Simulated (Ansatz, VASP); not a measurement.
**ZnCu: VASP beside Ansatz**

```
Zn Cu
1.0
     2.96431    0.00000    0.00000
     0.00000    2.96431    0.00000
     0.00000    0.00000    2.96431
Zn Cu
1 1
Direct
  0.50000 0.50000 0.50000
  0.00000 0.00000 0.00000
```

Alike in both runs: functional PBE; k mesh 14 × 14 × 14; occupations fermi-dirac, width 0.15 eV; no spin polarisation.

Ansatz relaxed the structure, and its values are those at the end. VASP's run is a single point on that final structure, the one shown.

|  | VASP | Ansatz |
| --- | --- | --- |
| version | VASP 6.6.1 | Ansatz 0.2.0 |
| potentials or method | VASP PAW PBE potentials, release 64 (Zn, Cu) | scalar-relativistic, plane waves, PAW |
| plane-wave cutoff (eV) | 520 | 420 |
| valence electrons in the cell | 23 | 31 |

```tsv
	VASP	Ansatz	Ansatz less VASP
gap on the k mesh at the Fermi level (eV)	none	none	-
pressure (GPa)	0.5	0.0	-0.50
```

A gap of «none» marks a metal or a gap that the smearing closes. The functional is the same, so the differences come from potentials, cutoffs and numerics. The two sets of potentials don't hold the same shells in valence.
